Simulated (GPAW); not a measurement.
The system is Cu.

```
Cu
1.0
    -1.45399    1.46431    1.37398
     1.44871   -1.46799    1.37231
     1.42515    1.43915   -1.37783
Cu
1
Direct
  0.00000 0.00000 0.00000
```

This isn't the form of Cu at room conditions, which is fcc.

The cell isn't the ideal one: cell sheared at random, sigma 0.01, atoms nudged by 0.01 Å.

```yaml
Program: GPAW 26.7.0
Task: relaxation of cell and atoms
Functional: PBEsol
Dispersion: D3
Potentials_or_basis: PAW data sets generated in the run's folder for this functional
Cutoff: 600 eV
Basis: pw
k_mesh: 8 × 8 × 8
Occupations: fermi-dirac, width 0.05 eV
Spin: no spin polarisation
```

At the start: pressure -6.7 GPa; volume 11.46 Å³/atom.

Problem. How do energy, volume and symmetry change on relaxing?

Solution. Over 21 steps the energy falls by 59.4 meV/atom and the volume is 11.02 Å³/atom (-3.8 %); space group Fm-3m (No. 225, to 0.05 Å).

Step by step:
```
step  energy change (eV)  largest force (eV/Å)  pressure (GPa)  volume (Å³)
   1              0.0000                0.0000           -6.69        11.46
   2             -0.0075                0.0000           -3.54        11.22
   3             -0.0104                0.0000            0.55        10.96
   4             -0.0107                0.0000            0.41        10.97
   5              0.0987                0.0000           -4.27        11.83
   6             -0.0176                0.0000           -2.06        11.13
   7             -0.0198                0.0000           -2.39        11.16
   8             -0.0218                0.0000           -1.67        11.12
   9             -0.0251                0.0000           -0.34        11.04
  10             -0.0303                0.0000            1.39        10.94
  11             -0.0338                0.0000            1.27        10.94
  12             -0.0383                0.0000           -0.24        11.04
  13             -0.0411                0.0000           -1.10        11.09
  14             -0.0432                0.0000           -1.37        11.11
  15             -0.0491                0.0000           -1.65        11.11
  16              0.0022                0.0000           -0.76        11.21
  17             -0.0542                0.0000           -1.28        11.09
  18             -0.0554                0.0000           -0.75        11.06
  19             -0.0592                0.0000            0.53        10.99
  20             -0.0593                0.0000            0.06        11.02
  21             -0.0594                0.0000           -0.01        11.02
```

Final structure:
```yaml
crystal:
  lattice:
    - [-1.21016, 1.79319, 1.25121]
    - [1.20882, -1.79256, 1.24549]
    - [1.29086, 1.73699, -1.24835]
  atoms:
    - { symbol: Cu, position: [0.00000, 0.00000, 0.00000] }
```

Caveat: the k mesh is coarse (spacing up to 0.40 Å⁻¹), so the values aren't converged; with this Cu data set, volumes or pressures lay over 1.5 % or 2 GPa off other programs in two to four cells of ten; later steps reuse the first step's grids; pairwise dispersion overbinds metals, which lowers pressure and volume.
